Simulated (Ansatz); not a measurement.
# Preparing In2O3 (R-3c) as a host crystal, part 2 of 3

Aim: the runs on the perfect crystal In2O3 (R-3c) that a defect calculation needs first.

Ansatz 0.2.0; plane-wave PAW DFT, r2SCAN; relaxation of the host's cell and atoms; PAW set soft_1 (the session's first sound run).

So far. Step 3 (Dielectric tensors of the host): The principal values of the electronic dielectric tensor are 4.98, 5.22 and 5.22. The principal values of the static dielectric tensor are 12.14, 12.14 and 15.15.

### 4. Defect free supercell relaxed in its symmetry

This cell, the one that will hold the defects, is built from the relaxed host. Its coarser k-points can move the atoms a little, so it is relaxed from the symmetric sites, as the reference for the test of stability.

This step: plane-wave PAW DFT, r2SCAN; relaxation of the defect-free supercell in its symmetry; PAW set soft_1 (Ansatz 0.2.0).

System of this step: In2O3 (R-3c). The cell holds 80 atoms: 32 In and 48 O. Its edges and angles: a = 11.607 Å, b = 11.607 Å, c = 11.607 Å, α = 56.7°, β = 56.7°, γ = 56.7°.

File pristine.symmetric/input.yaml:

```yaml
crystal:
  lattice:
    - [5.5086956413, 3.1804469446, 9.7089924256]
    - [-5.5086956413, 3.1804469446, 9.7089924256]
    - [0.0, -6.3608937895, 9.7089924583]
  atoms:
    - { symbol: In, position: [0.3214670934, 0.3214670934, 0.3214670934] }
    - { symbol: In, position: [0.4285329066, 0.4285329066, 0.4285329066] }
    - { symbol: In, position: [0.1785329066, 0.1785329066, 0.1785329066] }
    - { symbol: In, position: [0.0714670934, 0.0714670934, 0.0714670934] }
    - { symbol: O, position: [0.0232944329, 0.375, 0.2267055671] }
    - { symbol: O, position: [0.375, 0.2267055671, 0.0232944329] }
    - { symbol: O, position: [0.2267055671, 0.0232944329, 0.375] }
    - { symbol: O, position: [0.4767055671, 0.125, 0.2732944329] }
    - { symbol: O, position: [0.2732944329, 0.4767055671, 0.125] }
    - { symbol: O, position: [0.125, 0.2732944329, 0.4767055671] }
    - { symbol: In, position: [0.3214670934, 0.3214670934, 0.8214670934] }
    - { symbol: In, position: [0.4285329066, 0.4285329066, 0.9285329066] }
    - { symbol: In, position: [0.1785329066, 0.1785329066, 0.6785329066] }
    - { symbol: In, position: [0.0714670934, 0.0714670934, 0.5714670934] }
    - { symbol: O, position: [0.0232944329, 0.375, 0.7267055671] }
    - { symbol: O, position: [0.375, 0.2267055671, 0.5232944329] }
    - { symbol: O, position: [0.2267055671, 0.0232944329, 0.875] }
    - { symbol: O, position: [0.4767055671, 0.125, 0.7732944329] }
    - { symbol: O, position: [0.2732944329, 0.4767055671, 0.625] }
    - { symbol: O, position: [0.125, 0.2732944329, 0.9767055671] }
    - { symbol: In, position: [0.3214670934, 0.8214670934, 0.3214670934] }
    - { symbol: In, position: [0.4285329066, 0.9285329066, 0.4285329066] }
    - { symbol: In, position: [0.1785329066, 0.6785329066, 0.1785329066] }
    - { symbol: In, position: [0.0714670934, 0.5714670934, 0.0714670934] }
    - { symbol: O, position: [0.0232944329, 0.875, 0.2267055671] }
    - { symbol: O, position: [0.375, 0.7267055671, 0.0232944329] }
    - { symbol: O, position: [0.2267055671, 0.5232944329, 0.375] }
    - { symbol: O, position: [0.4767055671, 0.625, 0.2732944329] }
    - { symbol: O, position: [0.2732944329, 0.9767055671, 0.125] }
    - { symbol: O, position: [0.125, 0.7732944329, 0.4767055671] }
    - { symbol: In, position: [0.3214670934, 0.8214670934, 0.8214670934] }
    - { symbol: In, position: [0.4285329066, 0.9285329066, 0.9285329066] }
    - { symbol: In, position: [0.1785329066, 0.6785329066, 0.6785329066] }
    - { symbol: In, position: [0.0714670934, 0.5714670934, 0.5714670934] }
    - { symbol: O, position: [0.0232944329, 0.875, 0.7267055671] }
    - { symbol: O, position: [0.375, 0.7267055671, 0.5232944329] }
    - { symbol: O, position: [0.2267055671, 0.5232944329, 0.875] }
    - { symbol: O, position: [0.4767055671, 0.625, 0.7732944329] }
    - { symbol: O, position: [0.2732944329, 0.9767055671, 0.625] }
    - { symbol: O, position: [0.125, 0.7732944329, 0.9767055671] }
    - { symbol: In, position: [0.8214670934, 0.3214670934, 0.3214670934] }
    - { symbol: In, position: [0.9285329066, 0.4285329066, 0.4285329066] }
    - { symbol: In, position: [0.6785329066, 0.1785329066, 0.1785329066] }
    - { symbol: In, position: [0.5714670934, 0.0714670934, 0.0714670934] }
    - { symbol: O, position: [0.5232944329, 0.375, 0.2267055671] }
    - { symbol: O, position: [0.875, 0.2267055671, 0.0232944329] }
    - { symbol: O, position: [0.7267055671, 0.0232944329, 0.375] }
    - { symbol: O, position: [0.9767055671, 0.125, 0.2732944329] }
    - { symbol: O, position: [0.7732944329, 0.4767055671, 0.125] }
    - { symbol: O, position: [0.625, 0.2732944329, 0.4767055671] }
    - { symbol: In, position: [0.8214670934, 0.3214670934, 0.8214670934] }
    - { symbol: In, position: [0.9285329066, 0.4285329066, 0.9285329066] }
    - { symbol: In, position: [0.6785329066, 0.1785329066, 0.6785329066] }
    - { symbol: In, position: [0.5714670934, 0.0714670934, 0.5714670934] }
    - { symbol: O, position: [0.5232944329, 0.375, 0.7267055671] }
    - { symbol: O, position: [0.875, 0.2267055671, 0.5232944329] }
    - { symbol: O, position: [0.7267055671, 0.0232944329, 0.875] }
    - { symbol: O, position: [0.9767055671, 0.125, 0.7732944329] }
    - { symbol: O, position: [0.7732944329, 0.4767055671, 0.625] }
    - { symbol: O, position: [0.625, 0.2732944329, 0.9767055671] }
    - { symbol: In, position: [0.8214670934, 0.8214670934, 0.3214670934] }
    - { symbol: In, position: [0.9285329066, 0.9285329066, 0.4285329066] }
    - { symbol: In, position: [0.6785329066, 0.6785329066, 0.1785329066] }
    - { symbol: In, position: [0.5714670934, 0.5714670934, 0.0714670934] }
    - { symbol: O, position: [0.5232944329, 0.875, 0.2267055671] }
    - { symbol: O, position: [0.875, 0.7267055671, 0.0232944329] }
    - { symbol: O, position: [0.7267055671, 0.5232944329, 0.375] }
    - { symbol: O, position: [0.9767055671, 0.625, 0.2732944329] }
    - { symbol: O, position: [0.7732944329, 0.9767055671, 0.125] }
    - { symbol: O, position: [0.625, 0.7732944329, 0.4767055671] }
    - { symbol: In, position: [0.8214670934, 0.8214670934, 0.8214670934] }
    - { symbol: In, position: [0.9285329066, 0.9285329066, 0.9285329066] }
    - { symbol: In, position: [0.6785329066, 0.6785329066, 0.6785329066] }
    - { symbol: In, position: [0.5714670934, 0.5714670934, 0.5714670934] }
    - { symbol: O, position: [0.5232944329, 0.875, 0.7267055671] }
    - { symbol: O, position: [0.875, 0.7267055671, 0.5232944329] }
    - { symbol: O, position: [0.7267055671, 0.5232944329, 0.875] }
    - { symbol: O, position: [0.9767055671, 0.625, 0.7732944329] }
    - { symbol: O, position: [0.7732944329, 0.9767055671, 0.625] }
    - { symbol: O, position: [0.625, 0.7732944329, 0.9767055671] }
basis:
  ecutwfc: 500
  xc_grid: 2
hamiltonian:
  xc: r2scan
  pseudopotentials: { kind: paw, azcp: { folder: soft_1 } }
kpoints:
  mp_grid: { grid: [1, 1, 1] }
scf:
  occupations: { method: fermi_dirac, width: 0.01 }
  max_iter: 100
  lower_state_search: "off"
output:
  forces: true
relax:
  f_tol: 0.015
  max_steps: 60
  escape_saddle: false
checkpoint:
  write: "../pristine.symmetric.run"
  compress: false
  write_wavefunctions: false
  write_every: 100000
```

The run is started by

```sh
$ ansatz run input.yaml --threads 32 --pin off --max-ram 131891MiB --backend cuda --events-out ev --progress --plain --runs-dir out
```

Numbers of over 12 decimals in the logs are rounded to 6 here.

What it wrote:

```text
[...]
Crystal: 80 atoms, lattice volume = 1020.616 Å³
Basis set: ecut = 500 eV, 25859 PW (Γ), exchange–correlation on 180×180×180 points (8 copies of the dense FFT grid, shifted against one another)
Bands: 432, of which v1, the nominal top of the filled ones, is band 352 counted from 1 (351 counted from 0)
Symmetry: 96 space group operations
[...]
k-points: 1
[...]
SCF iter   1: F=-206883.828618 eV  HF=-206897.736801 eV  |Δ(HF+E_count)|=         —  Δρ=7.39e-2  dr2=4.08e1  dr2_τ=3.81e0  Hψ=1634
[...]
SCF iter   4: F=-206892.643171 eV  HF=-206892.650843 eV  |Δ(HF+E_count)|=   6.42e-2  Δρ=3.34e-3  dr2=7.41e-2  dr2_τ=1.05e-2  Hψ=725
[...]
SCF iter   8: F=-206892.659051 eV  HF=-206892.659051 eV  |Δ(HF+E_count)|=   1.83e-6  Δρ=4.07e-6  dr2=1.75e-7  dr2_τ=1.46e-8  Hψ=1212
SCF 1 converged in 8 iterations: F = -206892.659051 eV  dr2 = 1.75e-7
[...]
relax step   1: F+E_penalty+E_count = -206892.65905084 eV  Δ(F+E_penalty+E_count) = +0.000e0 eV  max|allowed force component| = 2.865e-2 eV/Å  Δτ_max = 0.0000 Å  (8 SCF iters, dr2 threshold 5.63e-6 eV, accepted)
[...]
relax step   2: F+E_penalty+E_count = -206892.65989280 eV  Δ(F+E_penalty+E_count) = -8.420e-4 eV  max|allowed force component| = 1.710e-2 eV/Å  Δτ_max = 0.0043 Å  (7 SCF iters, accepted)
[...]
SCF iter   1: F=-206892.657793 eV  HF=-206892.657711 eV  |Δ(HF+E_count)|=         —  Δρ=4.24e-4  dr2=1.14e-3  dr2_τ=7.25e-3  Hψ=851
[...]
SCF iter   2: F=-206892.658103 eV  HF=-206892.658108 eV  |Δ(HF+E_count)|=   3.97e-4  Δρ=1.65e-4  dr2=1.39e-4  dr2_τ=1.43e-5  Hψ=781
[...]
SCF iter   6: F=-206892.661134 eV  HF=-206892.661134 eV  |Δ(HF+E_count)|=   1.35e-7  Δρ=1.81e-6  dr2=3.52e-8  dr2_τ=2.38e-9  Hψ=1381
SCF 3 converged in 6 iterations: F = -206892.661134 eV  dr2 = 3.52e-8
relax step   3: F+E_penalty+E_count = -206892.66113399 eV  Δ(F+E_penalty+E_count) = -1.241e-3 eV  max|allowed force component| = 2.447e-3 eV/Å  Δτ_max = 0.0019 Å  (6 SCF iters, accepted)
[...]
SCF iter   1: F=-206892.661134 eV  HF=-206892.661134 eV  |Δ(HF+E_count)|=         —  Δρ=1.81e-6  dr2=3.52e-8  dr2_τ=2.38e-9  Hψ=1579
[...]
SCF iter   2: F=-206892.661134 eV  HF=-206892.661134 eV  |Δ(HF+E_count)|=   4.63e-9  Δρ=1.00e-6  dr2=1.32e-8  dr2_τ=3.58e-10  Hψ=930
SCF 4 converged in 2 iterations: F = -206892.661134 eV  dr2 = 1.32e-8
[...]
SCF converged after 2 iterations
Free energy (F): -206892.661134 eV
[...]
Internal energy: -206892.661134 eV  (E = F + TS)
E sigma→0 (E₀):  -206892.661134 eV
Fermi energy:    9.380695 eV
[...]
--- Forces (eV/Å), atoms counted from 1 ---
  atom   1  In    -0.00000000    -0.00000000    -0.00244719
  atom   2  In    -0.00000000     0.00000000     0.00244719
  atom   3  In    -0.00000000     0.00000000     0.00244719
  atom   4  In    -0.00000000    -0.00000000    -0.00244719
  atom   5  O      0.00073785     0.00127799    -0.00000000
  atom   6  O      0.00073785    -0.00127799     0.00000000
  [... 74 more lines of this table ...]
  max |Σ_I F_I| component: 5.20e-18 eV/Å
--- Relaxed structure (3 steps of the walk, 3 accepted, 0 SCFs on fresh bases) ---
  F+E_penalty+E_count = -206892.66113399 eV   max|allowed force component| = 2.447e-3 eV/Å
  atoms:
    - { symbol: In, position: [0.321540, 0.321540, 0.321540] }
    - { symbol: In, position: [0.428460, 0.428460, 0.428460] }
    - { symbol: In, position: [0.178460, 0.178460, 0.178460] }
    - { symbol: In, position: [0.071540, 0.071540, 0.071540] }
    - { symbol: O, position: [0.023521, 0.375, 0.226479] }
    - { symbol: O, position: [0.375, 0.226479, 0.023521] }
  [... 74 more lines of this table ...]
```

The job ended after 3 s (1 × NVIDIA GB200 with 32 threads of Arm Neoverse V2, shared host; peak memory 1.4 GiB).

Hardly anything moved in the relaxation; the energy changed by under 0.2 meV an atom.

### 5. Defect free supercell relaxed from displaced atoms

This step: plane-wave PAW DFT, r2SCAN; relaxation of the defect-free supercell from random displacements, a test of the host's stability; PAW set soft_1 (Ansatz 0.2.0).

pristine.rattled/input.yaml, as its differences from pristine.symmetric/input.yaml of step 4:

```diff
@@ -102,6 +102,6 @@
   f_tol: 0.015
-  max_steps: 60
-  escape_saddle: false
+  max_steps: 120
+  random_displacement: { amplitude: 0.06, seed: 4935 }
 checkpoint:
-  write: "../pristine.symmetric.run"
+  write: "../pristine.rattled.run"
   compress: false
```

What it wrote:

```text
[...]
Crystal: 80 atoms, lattice volume = 1020.616 Å³
Basis set: ecut = 500 eV, 25859 PW (Γ), exchange–correlation on 180×180×180 points (8 copies of the dense FFT grid, shifted against one another)
Bands: 432, of which v1, the nominal top of the filled ones, is band 352 counted from 1 (351 counted from 0)
Symmetry: 1 space group operations
k-points: 1
[...]
SCF iter   1: F=-206881.529046 eV  HF=-206895.725973 eV  |Δ(HF+E_count)|=         —  Δρ=7.41e-2  dr2=4.11e1  dr2_τ=3.87e0  Hψ=1622
[...]
SCF iter   3: F=-206890.248868 eV  HF=-206890.610748 eV  |Δ(HF+E_count)|=   4.09e-1  Δρ=8.14e-3  dr2=8.38e-1  dr2_τ=7.80e-2  Hψ=668
[...]
SCF 1 converged in 9 iterations: F = -206890.553373 eV  dr2 = 3.07e-6
[...]
relax step   1: F+E_penalty+E_count = -206890.55337346 eV  Δ(F+E_penalty+E_count) = +0.000e0 eV  max|allowed force component| = 1.624e0 eV/Å  Δτ_max = 0.0000 Å  (9 SCF iters, dr2 threshold 5.63e-6 eV, accepted)
[...]
relax step   2: F+E_penalty+E_count = -206892.11955404 eV  Δ(F+E_penalty+E_count) = -1.566e0 eV  max|allowed force component| = 8.046e-1 eV/Å  Δτ_max = 0.1217 Å  (7 SCF iters, dr2 threshold 1.00e-4 eV, accepted)
relax step   3: F+E_penalty+E_count = -206892.66083808 eV  Δ(F+E_penalty+E_count) = -5.413e-1 eV  max|allowed force component| = 1.662e-2 eV/Å  Δτ_max = 0.0729 Å  (6 SCF iters, dr2 threshold 4.05e-5 eV, accepted)
relax step   4: F+E_penalty+E_count = -206892.66084739 eV  Δ(F+E_penalty+E_count) = -9.306e-6 eV  max|allowed force component| = 1.672e-2 eV/Å  Δτ_max = 0.0000 Å  (5 SCF iters, accepted)
[...]
SCF iter   2: F=-206892.658093 eV  HF=-206892.658088 eV  |Δ(HF+E_count)|=   4.29e-4  Δρ=1.11e-4  dr2=6.35e-5  dr2_τ=6.69e-6  Hψ=824
[...]
SCF iter   6: F=-206892.661135 eV  HF=-206892.661135 eV  |Δ(HF+E_count)|=   4.25e-8  Δρ=1.68e-6  dr2=2.68e-8  dr2_τ=2.00e-9  Hψ=1173
SCF 5 converged in 6 iterations: F = -206892.661135 eV  dr2 = 2.68e-8
relax step   5: F+E_penalty+E_count = -206892.66113463 eV  Δ(F+E_penalty+E_count) = -2.872e-4 eV  max|allowed force component| = 5.803e-4 eV/Å  Δτ_max = 0.0027 Å  (6 SCF iters, accepted)
[...]
SCF iter   1: F=-206892.661135 eV  HF=-206892.661135 eV  |Δ(HF+E_count)|=         —  Δρ=1.68e-6  dr2=2.68e-8  dr2_τ=2.00e-9  Hψ=1579
[...]
SCF iter   2: F=-206892.661135 eV  HF=-206892.661135 eV  |Δ(HF+E_count)|=   6.87e-9  Δρ=8.70e-7  dr2=8.64e-9  dr2_τ=4.35e-10  Hψ=929
SCF 6 converged in 2 iterations: F = -206892.661135 eV  dr2 = 8.64e-9
SCF converged after 2 iterations
Free energy (F): -206892.661135 eV
[...]
Internal energy: -206892.661135 eV  (E = F + TS)
E sigma→0 (E₀):  -206892.661135 eV
Fermi energy:    9.380646 eV
[...]
--- Forces (eV/Å), atoms counted from 1 ---
  atom   1  In     0.00019826    -0.00009392    -0.00025216
  atom   2  In     0.00005908     0.00017962     0.00019095
  atom   3  In    -0.00004516     0.00025099     0.00014958
  atom   4  In    -0.00001404     0.00019940    -0.00002187
  atom   5  O     -0.00008462    -0.00000071     0.00006569
  atom   6  O     -0.00015958     0.00008317     0.00022890
  [... 74 more lines of this table ...]
  max |Σ_I F_I| component: 2.31e-3 eV/Å
--- Relaxed structure (5 steps of the walk, 5 accepted, 0 SCFs on fresh bases) ---
  F+E_penalty+E_count = -206892.66113463 eV   max|allowed force component| = 5.803e-4 eV/Å
  atoms:
    - { symbol: In, position: [0.322117, 0.321599, 0.321345] }
    - { symbol: In, position: [0.429054, 0.428521, 0.428272] }
    - { symbol: In, position: [0.179050, 0.178521, 0.178270] }
    - { symbol: In, position: [0.072116, 0.071596, 0.071344] }
    - { symbol: O, position: [0.024115, 0.375058, 0.226281] }
    - { symbol: O, position: [0.375585, 0.226530, 0.023329] }
  [... 74 more lines of this table ...]
```

Wall time 4.2 s (1 × NVIDIA GB200 with 32 threads); peak memory 1.3 GiB.

The steps of the relaxation:

```csv
step,energy less that of the first step (eV),largest force component (eV/Å)
1,0.0000,1.6240
2,-1.5662,0.8046
3,-2.1075,0.0166
4,-2.1075,0.0167
5,-2.1078,0.0006
```

The relaxation ends 26 meV an atom lower than the displaced start, with a largest force component of 5.8e-4 eV/Å.

### 6. Host on a dense mesh

This step: plane-wave PAW DFT, r2SCAN; single point of the defect-free host, a test of the k-point sampling; PAW set soft_1 (Ansatz 0.2.0).

System of this step: In2O3 (R-3c). Symmetry: R-3c, No. 167, trigonal system. The conventional cell has a = 5.509 Å, b = 5.509 Å, c = 14.563 Å, α = 90.00°, β = 90.00°, γ = 120.00°. Nearest to In lie 6 O at 2.13 to 2.26 Å. O has 4 In at 2.13 to 2.26 Å nearest. Farther neighbours and most contacts between anions are not listed.

File dense/input.yaml:

```yaml
crystal:
  lattice:
    - [2.7543478206, 1.5902234723, 4.8544962128]
    - [-2.7543478206, 1.5902234723, 4.8544962128]
    - [0.0, -3.1804468947, 4.8544962291]
  atoms:
    - { symbol: In, position: [0.6429341869, 0.6429341869, 0.6429341869] }
    - { symbol: In, position: [0.8570658131, 0.8570658131, 0.8570658131] }
    - { symbol: In, position: [0.3570658131, 0.3570658131, 0.3570658131] }
    - { symbol: In, position: [0.1429341869, 0.1429341869, 0.1429341869] }
    - { symbol: O, position: [0.0465888658, 0.75, 0.4534111342] }
    - { symbol: O, position: [0.75, 0.4534111342, 0.0465888658] }
    - { symbol: O, position: [0.4534111342, 0.0465888658, 0.75] }
    - { symbol: O, position: [0.9534111342, 0.25, 0.5465888658] }
    - { symbol: O, position: [0.5465888658, 0.9534111342, 0.25] }
    - { symbol: O, position: [0.25, 0.5465888658, 0.9534111342] }
basis:
  ecutwfc: 500
  xc_grid: 2
hamiltonian:
  xc: r2scan
  pseudopotentials: { kind: paw, azcp: { folder: soft_1 } }
kpoints:
  mp_grid: { grid: [6, 6, 6] }
scf:
  occupations: { method: fermi_dirac, width: 0.01 }
  max_iter: 100
  lower_state_search: "off"
checkpoint:
  write: "../dense.run"
  compress: false
  write_wavefunctions: false
  write_every: 100000
```

What it wrote:

```text
[...]
device memory: the entry about to start is reckoned to put 4.0 GiB on a device that reports 182.5 GiB free
GPU FFT provider: cuFFT
GPU libraries: cuBLAS 13.8.1, cuFFT 12.4.0, cuSOLVER 12.3.2
GPU matrix products: emulated (plane waves: as basis.precision tells), large ones in fixed point in workspaces of 1.00 GiB
Crystal: 10 atoms, lattice volume = 127.577 Å³
Basis set: ecut = 500 eV, 3227 PW (Γ), exchange–correlation on 90×90×90 points (8 copies of the dense FFT grid, shifted against one another)
Bands: 54, of which v1, the nominal top of the filled ones, is band 44 counted from 1 (43 counted from 0)
Symmetry: 12 space group operations
[...]
k-points: 32 of 216
[...]
GPU buffer pool allocated for 91125 grid points (all kernels)
GPU transforms: local potential and band sums: pruned to the plane-wave sphere, on 45×45×45
[...]
SCF iter   1: F=-25860.617813 eV  HF=-25862.320233 eV  |Δ(HF+E_count)|=         —  Δρ=7.34e-2  dr2=4.99e0  dr2_τ=4.62e-1  Hψ=6871
[...]
SCF iter   8: F=-25861.689766 eV  HF=-25861.689766 eV  |Δ(HF+E_count)|=   1.68e-7  Δρ=4.09e-6  dr2=2.19e-8  dr2_τ=1.30e-9  Hψ=3909
SCF 1 converged in 8 iterations: F = -25861.689766 eV  dr2 = 2.19e-8
[...]
SCF converged after 8 iterations
Free energy (F): -25861.689766 eV
[...]
Internal energy: -25861.689766 eV  (E = F + TS)
E sigma→0 (E₀):  -25861.689766 eV
Fermi energy:    9.390269 eV
[...]
```

It took 1.7 s on 1 × NVIDIA GB200 with 32 threads; peak memory 1.1 GiB.

### 7. Defect free supercell at the zone centre

The supercell is run at the zone centre, to see how far that sampling misses the dense mesh.

System of this step: In2O3 (R-3c). The cell holds 80 atoms: 32 In and 48 O. Its edges and angles: a = 11.607 Å, b = 11.607 Å, c = 11.607 Å, α = 56.7°, β = 56.7°, γ = 56.7°.

pristine.sampling_gamma/input.yaml, as its differences from pristine.rattled/input.yaml of step 5:

```diff
@@ -98,10 +98,4 @@
   lower_state_search: "off"
-output:
-  forces: true
-relax:
-  f_tol: 0.015
-  max_steps: 120
-  random_displacement: { amplitude: 0.06, seed: 4935 }
 checkpoint:
-  write: "../pristine.rattled.run"
+  write: "../pristine.sampling_gamma.run"
   compress: false
```

What it wrote:

```text
[...]
GPU FFT provider: cuFFT
GPU libraries: cuBLAS 13.8.1, cuFFT 12.4.0, cuSOLVER 12.3.2
[...]
Crystal: 80 atoms, lattice volume = 1020.616 Å³
Basis set: ecut = 500 eV, 25859 PW (Γ), exchange–correlation on 180×180×180 points (8 copies of the dense FFT grid, shifted against one another)
Bands: 432, of which v1, the nominal top of the filled ones, is band 352 counted from 1 (351 counted from 0)
Symmetry: 96 space group operations
[...]
k-points: 1
[...]
GPU buffer pool allocated for 729000 grid points (all kernels)
[...]
SCF iter   1: F=-206883.828615 eV  HF=-206897.736800 eV  |Δ(HF+E_count)|=         —  Δρ=7.39e-2  dr2=4.08e1  dr2_τ=3.81e0  Hψ=1634
[...]
SCF iter   9: F=-206892.659051 eV  HF=-206892.659051 eV  |Δ(HF+E_count)|=   3.25e-8  Δρ=1.00e-6  dr2=1.00e-8  dr2_τ=5.10e-10  Hψ=778
SCF 1 converged in 9 iterations: F = -206892.659051 eV  dr2 = 1.00e-8
[...]
SCF converged after 9 iterations
Free energy (F): -206892.659051 eV
[...]
Internal energy: -206892.659051 eV  (E = F + TS)
E sigma→0 (E₀):  -206892.659051 eV
Fermi energy:    9.381059 eV
[...]
```

The job ended after 1.8 s (1 × NVIDIA GB200 with 32 threads; peak memory 1.3 GiB).

(Part 2 of 3 ends here.)

[Logs are printed without paths, hosts, clocks, repeated set-up lines and the standing remarks that a program may print on its own settings, such as how far it seeks lower states.]

[Hosts, paths, dates, database ids (printed as entryN), source tags and the programs' standing remarks are cut or masked in the printed files.]

[Runs of the host that timed out are not shown.]

[For some hosts the program warned that the k-mesh of the response run may be too coarse for force constants and the static dielectric constant; such warnings are not always shown.]

[The program warned that the k-mesh of a response run behind this text may be too coarse: force constants, and the static dielectric constant and all else formed from them, are not shown converged.]
